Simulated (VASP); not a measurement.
# PbSe (Clausthalite) (Fm-3m) in VASP: a series of runs, part 2 of 2

VASP 6.6.1.

## Step 3: Single point, PBE

INCAR

```
ALGO     = Fast           # electronic algorithm
EDIFF    = 1E-6           # SCF threshold, eV
ENCUT    = 520            # plane-wave cutoff, eV
GGA      = PE             # functional
ISIF     = 2              # what is computed and relaxed
ISMEAR   = 0              # smearing method
LASPH    = True           # aspherical terms in the spheres
LCHARG   = False          # write CHGCAR
LREAL    = False          # projectors in reciprocal space
LWAVE    = False          # write WAVECAR
NBANDS   = 17             # bands
NELM     = 80             # most SCF steps
PREC     = Accurate       # precision mode
SIGMA    = 0.015          # smearing width, eV
```

KPOINTS

```
k-points
0
Gamma
  8 8 8
```

POSCAR

```
PbSe
1.0
    0.0000000000      3.0606500000      3.0606500000
    3.0606500000      0.0000000000      3.0606500000
    3.0606500000      3.0606500000      0.0000000000
Pb Se
1 1
Direct
    0.0000000000      0.0000000000      0.0000000000
    0.5000000000      0.5000000000      0.5000000000
```

Potentials or basis: VASP PAW PBE potentials, release 64 (Pb_d, Se).

Launch:

```
$ cat potpaw_PBE.64/Pb_d/POTCAR potpaw_PBE.64/Se/POTCAR > POTCAR
$ mpirun -np 1 vasp_std > vasp.out
```

OUTCAR:

```text
EDIFF = 1E-6
   ENCUT = 520
   GGA = PE
   ISIF = 2
   ISMEAR = 0
   LASPH = True
   LREAL = False
   NELM = 80
   PREC = Accurate

 ion  position               nearest neighbor table
   1  0.000  0.000  0.000-   2 3.06   2 3.06   2 3.06   2 3.06   2 3.06   2 3.06
   2  0.500  0.500  0.500-   1 3.06   1 3.06   1 3.06   1 3.06   1 3.06   1 3.06

  LATTYP: Found a face centered cubic cell.
 ALAT       =     6.1213000000

  Lattice vectors:

 A1 = (   0.0000000000,   3.0606500000,   3.0606500000)
 A2 = (   3.0606500000,   0.0000000000,   3.0606500000)
 A3 = (   3.0606500000,   3.0606500000,   0.0000000000)

Analysis of symmetry for initial positions (statically):
=====================================================================
 Subroutine PRICEL returns:
 Original cell was already a primitive cell.

 Routine SETGRP: Setting up the symmetry group for a
 face centered cubic supercell.

 Subroutine GETGRP returns: Found 48 space group operations
 (whereof 48 operations were pure point group operations)
 out of a pool of 48 trial point group operations.

The static configuration has the point symmetry O_h .

[... 161 lines left out ...]

 E-fermi :   5.2228     XC(G=0):  -9.5301

 val. band max:        5.0699674326   @ k =   0.5000   0.0000   0.0000
 cond. band min:       5.3610538308   @ k =   0.5000   0.0000   0.0000
 fundamental gap:      0.2910863982
 Fermi energy:         5.2228021156

 k-point     1 :       0.0000    0.0000    0.0000
  band No.  band energies     occupation
      1     -11.7684      2.00000
      2     -11.7684      2.00000
      3     -11.7684      2.00000
      4     -11.7644      2.00000
      5     -11.7644      2.00000
      6      -8.5247      2.00000
[... 457 lines left out ...]
      4     -11.7477      2.00000
      5     -11.7327      2.00000
      6      -7.2650      2.00000
[... 9 lines left out ...]
     16      15.9116      0.00000
     17      15.9962      0.00000

 [... further k-points ...]

------------------------ aborting loop because EDIFF is reached ----------------------------------------

  FORCE on cell =-STRESS in cart. coord.  units (eV):
  Direction    XX          YY          ZZ          XY          YZ          ZX
  --------------------------------------------------------------------------------------
  -------------------------------------------------------------------------------------
  Total        0.8629114      0.8629114      0.8629114      0.0000000     -0.0000000      0.0000000
  in kB       24.1104752     24.1104752     24.1104752      0.0000000     -0.0000000      0.0000000
  external PRESSURE =      24.1104752 kB  Pullay stress =       0.0000000 kB

 VOLUME and BASIS-vectors are now :
 -----------------------------------------------------------------------------
  energy-cutoff  :      520.00
  volume of cell :       57.34
      direct lattice vectors                 reciprocal lattice vectors
     0.000000000  3.060650000  3.060650000    -0.163363991  0.163363991  0.163363991
     3.060650000  0.000000000  3.060650000     0.163363991 -0.163363991  0.163363991
     3.060650000  3.060650000  0.000000000     0.163363991  0.163363991 -0.163363991

 POSITION                                       TOTAL-FORCE (eV/Angst)
 -----------------------------------------------------------------------------------
      0.00000      0.00000      0.00000         0.000000      0.000000      0.000000
      3.06065      3.06065      3.06065         0.000000     -0.000000     -0.000000
 -----------------------------------------------------------------------------------
    total drift:                                0.000000     -0.000000     -0.000000

  FREE ENERGIE OF THE ION-ELECTRON SYSTEM (eV)
  ---------------------------------------------------
  free  energy   TOTEN  =        -8.1783344804 eV

  energy  without entropy=       -8.1783344804  energy(sigma->0) =       -8.17833448
```

OSZICAR:

```text
N       E                     dE             d eps       ncg     rms          rms(c)
DAV:   1     0.159308931461E+03    0.15931E+03   -0.95315E+03   986   0.119E+03
DAV:   2     0.312517701652E+01   -0.15618E+03   -0.15032E+03  1062   0.311E+02
DAV:   3    -0.819036588672E+01   -0.11316E+02   -0.11244E+02  1244   0.888E+01
DAV:   4    -0.845790716584E+01   -0.26754E+00   -0.26739E+00  1272   0.155E+01
DAV:   5    -0.846672065972E+01   -0.88135E-02   -0.88132E-02  1385   0.268E+00    0.277E+00
RMM:   6    -0.818034381783E+01    0.28638E+00   -0.30344E-01  1148   0.314E+00    0.156E+00
RMM:   7    -0.817646274629E+01    0.38811E-02   -0.13361E-01  1369   0.203E+00    0.858E-01
RMM:   8    -0.817910117098E+01   -0.26384E-02   -0.11231E-02  1160   0.124E+00    0.143E-01
RMM:   9    -0.817820279698E+01    0.89837E-03   -0.42447E-03  1304   0.560E-01    0.697E-02
RMM:  10    -0.817830967678E+01   -0.10688E-03   -0.87344E-04  1498   0.301E-01    0.168E-02
RMM:  11    -0.817833280889E+01   -0.23132E-04   -0.20806E-04  1526   0.113E-01    0.102E-02
RMM:  12    -0.817833450371E+01   -0.16948E-05   -0.26711E-05  1370   0.421E-02    0.112E-02
RMM:  13    -0.817833448044E+01    0.23274E-07   -0.36642E-06   955   0.167E-02
   1 F= -.81783345E+01 E0= -.81783345E+01  d E =-.846061E-41
```

Run time: 35 s. Hardware: 1 thread of Intel Xeon Platinum 8375C at 2.90GHz (Ice Lake), shared host; peak memory 0.19 GiB.

What came out:

- Free energy: -8.1783 eV
- Pressure: 2.4 GPa
- Band gap on the k mesh: 0.29 eV, direct

Levels at points of the mesh, in eV from the valence-band top:
```csv
k point,band 8,band 9,band 10,band 11,band 12,band 13
"(0.00, 0.00, 0.00)",-1.88,-1.88,-1.88,4.71,4.71,4.71
"(0.50, 0.00, 0.00)",-1.47,-1.47,0.00,0.29,1.70,1.70
"(0.50, 0.50, 0.00)",-4.98,-3.24,-3.24,3.69,5.61,5.61
```

Caveat: spin-orbit coupling is left out, which as a rule narrows the gap of such compounds by several tenths of an eV.

## Step 4: Single point, PBE

INCAR

```
  ALGO = Normal
  EDIFF = 1E-6
  ENCUT = 520
  GGA = PE
  ISIF = 2
  ISMEAR = 0
  LASPH = T
  LCHARG = F
  LREAL = F
  LWAVE = F
  NBANDS = 17
  NELM = 60
  PREC = Accurate
  SIGMA = 0.024
```

KPOINTS is that of step 3.

POSCAR is that of step 3.

Potentials or basis: VASP PAW PBE potentials, release 64 (Pb_d, Se).

Launch:

```
$ cat potpaw_PBE.64/Pb_d/POTCAR potpaw_PBE.64/Se/POTCAR > POTCAR
$ mpirun -np 1 vasp_std > vasp.out
```

OUTCAR:

```text
EDIFF = 1E-6
   ENCUT = 520
   GGA = PE
   ISIF = 2
   ISMEAR = 0
   LASPH = T
   LREAL = F
   NELM = 60
   PREC = Accurate

 ion  position               nearest neighbor table
   1  0.000  0.000  0.000-   2 3.06   2 3.06   2 3.06   2 3.06   2 3.06   2 3.06
   2  0.500  0.500  0.500-   1 3.06   1 3.06   1 3.06   1 3.06   1 3.06   1 3.06

  LATTYP: Found a face centered cubic cell.
 ALAT       =     6.1213000000

  Lattice vectors:

 A1 = (   0.0000000000,   3.0606500000,   3.0606500000)
 A2 = (   3.0606500000,   0.0000000000,   3.0606500000)
 A3 = (   3.0606500000,   3.0606500000,   0.0000000000)

Analysis of symmetry for initial positions (statically):
=====================================================================
 Subroutine PRICEL returns:
 Original cell was already a primitive cell.

 Routine SETGRP: Setting up the symmetry group for a
 face centered cubic supercell.

 Subroutine GETGRP returns: Found 48 space group operations
 (whereof 48 operations were pure point group operations)
 out of a pool of 48 trial point group operations.

The static configuration has the point symmetry O_h .

Analysis of symmetry for dynamics (positions and initial velocities):
=====================================================================
 Subroutine PRICEL returns:
 Original cell was already a primitive cell.

 Routine SETGRP: Setting up the symmetry group for a
 face centered cubic supercell.

 Subroutine GETGRP returns: Found 48 space group operations
 (whereof 48 operations were pure point group operations)
 out of a pool of 48 trial point group operations.

The dynamic configuration has the point symmetry O_h .

 Subroutine INISYM returns: Found 48 space group operations
 (whereof 48 operations are pure point group operations),
 and found     1 'primitive' translations

----------------------------------------------------------------------------------------

                                     Primitive cell

  volume of cell :      57.3418

  direct lattice vectors                    reciprocal lattice vectors
     0.000000000  3.060650000  3.060650000    -0.163363991  0.163363991  0.163363991
     3.060650000  0.000000000  3.060650000     0.163363991 -0.163363991  0.163363991
     3.060650000  3.060650000  0.000000000     0.163363991  0.163363991 -0.163363991

  length of vectors
     4.328412740  4.328412740  4.328412740     0.282954733  0.282954733  0.282954733

  position of ions in fractional coordinates (direct lattice)
     0.000000000  0.000000000  0.000000000
     0.500000000  0.500000000  0.500000000

  ion indices of the primitive-cell ions
   primitive index   ion index
                 1           1
                 2           2

----------------------------------------------------------------------------------------

 KPOINTS: k-points

Automatic generation of k-mesh.
 Grid dimensions read from file:
 generate k-points for:    8    8    8

 Generating k-lattice:

  Cartesian coordinates                     Fractional coordinates (reciprocal lattice)
    -0.020420499  0.020420499  0.020420499     0.125000000  0.000000000  0.000000000
     0.020420499 -0.020420499  0.020420499     0.000000000  0.125000000  0.000000000
     0.020420499  0.020420499 -0.020420499     0.000000000  0.000000000  0.125000000

  Length of vectors
     0.035369342  0.035369342  0.035369342

  Shift w.r.t. Gamma in fractional coordinates (k-lattice)
     0.000000000  0.000000000  0.000000000

 Subroutine IBZKPT returns following result:
 ===========================================

 Found     29 irreducible k-points:

 Following reciprocal coordinates:
            Coordinates               Weight
  0.000000  0.000000  0.000000      1.000000
  0.125000  0.000000  0.000000      8.000000
  0.250000  0.000000  0.000000      8.000000
  0.375000  0.000000  0.000000      8.000000
  0.500000  0.000000  0.000000      4.000000
  0.125000  0.125000  0.000000      6.000000
[... 16 lines left out ...]
  0.500000  0.250000  0.125000     48.000000
 -0.375000  0.250000  0.125000     24.000000
 [... further k-points ...]
   k-points           NKPTS =     29   k-points in BZ     NKDIM =     29   number of bands    NBANDS=     17
   number of dos      NEDOS =    301   number of ions     NIONS =      2
   total plane-waves  NPLWV =  32768
   dimension x,y,z NGX =    32 NGY =   32 NGZ =   32
   dimension x,y,z NGXF=    64 NGYF=   64 NGZF=   64
   ions per type =               1   1
   NGX,Y,Z   is equivalent  to a cutoff of  12.29, 12.29, 12.29 a.u.
   NGXF,Y,Z  is equivalent  to a cutoff of  24.58, 24.58, 24.58 a.u.
 SYSTEM =  unknown system
   PREC   = accura    normal or accurate (medium, high low for compatibility)
   ISTART =      0    job   : 0-new  1-cont  2-samecut
   ICHARG =      2    charge: 1-file 2-atom 10-const
   ISPIN  =      1    spin polarized calculation?
   LNONCOLLINEAR =      F non collinear calculations
   LSORBIT =      F    spin-orbit coupling
   LASPH  =      T    aspherical Exc in radial PAW
   ENCUT  =  520.0 eV  38.22 Ry    6.18 a.u.   8.05  8.05  8.05*2*pi/ulx,y,z
   NELM   =     60;   NELMIN=  2; NELMDL= -5     # of ELM steps
   EDIFF  = 0.1E-05   stopping-criterion for ELM
   LREAL  =      F    real-space projection
   EDIFFG = 0.1E-04   stopping-criterion for IOM
   NSW    =      0    number of steps for IOM
   IBRION =     -1    ionic relax: 0-MD 1-quasi-New 2-CG
   NFREE  =      0    steps in history (QN), initial steepest desc. (CG)
   ISIF   =      2    stress and relaxation
   ISYM   =      2    0-nonsym 1-usesym 2-fastsym
   POTIM  = 0.5000    time-step for ionic-motion
   TEBEG  =    0.0;   TEEND  =   0.0 temperature during run
   PSTRESS=    0.0 pullay stress
   NELECT =      20.0000    total number of electrons
   NUPDOWN=      -1.0000    fix difference up-down
   EMIN   =  10.00;   EMAX   =-10.00  energy-range for DOS
   EFERMI =   0.00;   METHOD = LEGACY
   ISMEAR =     0;   SIGMA  =   0.02  broadening in eV -4-tet -1-fermi 0-gaus
   EFERMI_NEDOS =   21; number of points for ismear=-14 and -15
   IALGO  =     38    algorithm
   IMIX   =      4    mixing-type and parameters
     AMIX     =   0.40;   BMIX     =  1.00
     AMIX_MAG =   1.60;   BMIX_MAG =  1.00
  volume/ion in A,a.u.               =      28.67       193.48
  Fermi-wavevector in a.u.,A,eV,Ry     =   1.152377  2.177676 18.068159  1.327972
  Thomas-Fermi vector in A             =   2.289028
   LORBIT       =      0    0 simple, 1 ext, 2 COOP (PROOUT), +10 PAW based schemes
   GGA     = PE    functional components
   LHFCALC =     F    Hartree Fock is set to
   AEXX    =    0.0000 exact exchange contribution
   IVDW    =     0    specifies the selected vdW correction
   LEPSILON=     F    determine dielectric tensor
   LRPA    =     F    only Hartree local field effects (RPA)
 non-spin polarized calculation
 Gauss-broadening in eV      SIGMA  =   0.02
  energy-cutoff  :      520.00
  volume of cell :       57.34
 maximum number of plane-waves:      1572
   NGX = 17   NGY = 17   NGZ = 17

 number of electron      20.0000000 magnetization

 Free energy of the ion-electron system (eV)
  ---------------------------------------------------
  ext. energy  EPLUGINS =         0.00000000
  ---------------------------------------------------
  free energy    TOTEN  =        -8.17833450 eV

  energy without entropy =       -8.17833450  energy(sigma->0) =       -8.17833450

 E-fermi :   5.2089     XC(G=0):  -9.5302

 val. band max:        5.0697046133   @ k =   0.5000   0.0000   0.0000
 cond. band min:       5.3611558138   @ k =   0.5000   0.0000   0.0000
 fundamental gap:      0.2914512005
 Fermi energy:         5.2088815619

 k-point     1 :       0.0000    0.0000    0.0000
  band No.  band energies     occupation
      1     -11.7675      2.00000
      2     -11.7675      2.00000
      3     -11.7675      2.00000
      4     -11.7635      2.00000
      5     -11.7635      2.00000
      6      -8.5252      2.00000
[... 9 lines left out ...]
     16      11.5849      0.00000
     17      13.2427      0.00000
[... 441 lines left out ...]
 k-point    24 :      -0.3750    0.2500    0.1250
  band No.  band energies     occupation
      1     -11.8205      2.00000
      2     -11.7760      2.00000
      3     -11.7568      2.00000
      4     -11.7469      2.00000
      5     -11.7319      2.00000
      6      -7.2659      2.00000
[... 9 lines left out ...]
     16      15.9114      0.00000
     17      15.9961      0.00000

 [... further k-points ...]

------------------------ aborting loop because EDIFF is reached ----------------------------------------

  FORCE on cell =-STRESS in cart. coord.  units (eV):
  Direction    XX          YY          ZZ          XY          YZ          ZX
  --------------------------------------------------------------------------------------
  -------------------------------------------------------------------------------------
  Total        0.8595970      0.8595970      0.8595970      0.0000000     -0.0000000     -0.0000000
  in kB       24.0178681     24.0178681     24.0178681      0.0000000     -0.0000000     -0.0000000
  external PRESSURE =      24.0178681 kB  Pullay stress =       0.0000000 kB

 VOLUME and BASIS-vectors are now :
 -----------------------------------------------------------------------------
  energy-cutoff  :      520.00
  volume of cell :       57.34
      direct lattice vectors                 reciprocal lattice vectors
     0.000000000  3.060650000  3.060650000    -0.163363991  0.163363991  0.163363991
     3.060650000  0.000000000  3.060650000     0.163363991 -0.163363991  0.163363991
     3.060650000  3.060650000  0.000000000     0.163363991  0.163363991 -0.163363991

 POSITION                                       TOTAL-FORCE (eV/Angst)
 -----------------------------------------------------------------------------------
      0.00000      0.00000      0.00000         0.000000     -0.000000      0.000000
      3.06065      3.06065      3.06065        -0.000000      0.000000     -0.000000
 -----------------------------------------------------------------------------------
    total drift:                                0.000000     -0.000000     -0.000000

  FREE ENERGIE OF THE ION-ELECTRON SYSTEM (eV)
  ---------------------------------------------------
  free  energy   TOTEN  =        -8.1783345016 eV

  energy  without entropy=       -8.1783345016  energy(sigma->0) =       -8.17833450
```

OSZICAR:

```text
N       E                     dE             d eps       ncg     rms          rms(c)
DAV:   1     0.159308741867E+03    0.15931E+03   -0.95315E+03   986   0.119E+03
DAV:   2     0.312517701652E+01   -0.15618E+03   -0.15032E+03  1062   0.311E+02
DAV:   3    -0.819036588672E+01   -0.11316E+02   -0.11244E+02  1244   0.888E+01
DAV:   4    -0.845790716584E+01   -0.26754E+00   -0.26739E+00  1272   0.155E+01
DAV:   5    -0.846672065972E+01   -0.88135E-02   -0.88132E-02  1385   0.268E+00    0.277E+00
DAV:   6    -0.818014383189E+01    0.28658E+00   -0.70532E-01  1514   0.579E+00    0.157E+00
DAV:   7    -0.817526625290E+01    0.48776E-02   -0.11895E-01  1182   0.166E+00    0.854E-01
DAV:   8    -0.817866055878E+01   -0.33943E-02   -0.12669E-02  1197   0.123E+00    0.154E-01
DAV:   9    -0.817827151536E+01    0.38904E-03   -0.26766E-03  1510   0.510E-01    0.502E-02
DAV:  10    -0.817832726947E+01   -0.55754E-04   -0.22163E-04  1166   0.845E-02    0.182E-02
DAV:  11    -0.817833459967E+01   -0.73302E-05   -0.62479E-05  1299   0.776E-02    0.950E-03
DAV:  12    -0.817833450160E+01    0.98076E-07   -0.32618E-06  1180   0.122E-02
   1 F= -.81783345E+01 E0= -.81783345E+01  d E =-.263132E-18
```

It took 18 s on 1 thread of Intel Xeon Platinum 8375C at 2.90GHz (Ice Lake), shared host; peak memory 0.19 GiB.

What came out:

| Item | Value |
| --- | --- |
| Free energy | -8.1783 eV |
| Pressure | 2.4 GPa |
| Band gap on the k mesh | 0.29 eV, direct |

Caveat: spin-orbit coupling is left out, which as a rule narrows the gap of such compounds by several tenths of an eV.

## Step 5: For comparison

An earlier run on the cell as given: functional PBEsol; potentials or basis VASP PAW PBE potentials, release 64 (Pb_d, Se); cutoff 520 eV; k mesh 8 × 8 × 8; occupations fermi-dirac, width 0.05 eV; no spin polarisation.

- Pressure: -0.5 GPa
- Band gap on the k mesh: 0.20 eV, direct

## Step 6: The runs side by side

| level | spin | k mesh | smearing | grid for exact exchange (PRECFOCK) | exchange at q = 0 | ladder | mesh quality | gap on the mesh (eV) | pressure (GPa) |
| --- | --- | --- | --- | --- | --- | --- | --- | --- | --- |
| PBE0 | SOC, no magnetisation | 4 × 4 × 4 | fermi-dirac 0.05 eV | Fast | truncated | - | coarse | - | 1.0 |
| PBE | off | 8 × 8 × 8 | gaussian 0.015 eV | - | - | - | not flagged | 0.29 | 2.4 |
| PBE | off | 8 × 8 × 8 | gaussian 0.024 eV | - | - | - | not flagged | 0.29 | 2.4 |
| PBEsol | off | 8 × 8 × 8 | fermi-dirac 0.05 eV | - | - | free | not flagged | 0.20 | -0.5 |

Alike in all rows: task single point; potentials or basis VASP PAW PBE potentials, release 64 (Pb_d, Se); cell as given; cutoff (eV) 520.

Caveats: some runs use coarse meshes; spin-orbit coupling is left out, which as a rule narrows the gap of such compounds by several tenths of an eV (some runs); the PAW data sets were made with another functional, which shifts forces and pressure a little (some runs).

Total energies depend on the potentials used, so only differences within one code and one set of settings carry meaning.

## Step 7: Against experiment

Step 3. Against the measured gap of PbSe, 0.28 eV (direct; 300 K; a printed reference work, monograph), the calculated 0.29 eV is off by +0.01 eV. 2 values of this kind are on record (0.15 to 0.28 eV); this one was drawn at random. Spin-orbit coupling on Pb, Se is left out. The value is that of PBE on a finite k mesh, which can miss the band edges, without temperature or zero-point motion.

Step 4. Measured gap of PbSe: 0.28 eV (direct; 300 K; a printed reference work, monograph). This calculation gives 0.29 eV (+0.01 eV). 2 values of this kind are on record (0.15 to 0.28 eV); this one was drawn at random. Spin-orbit coupling on Pb, Se is left out. The value is that of PBE on a finite k mesh, which can miss the band edges, without temperature or zero-point motion.
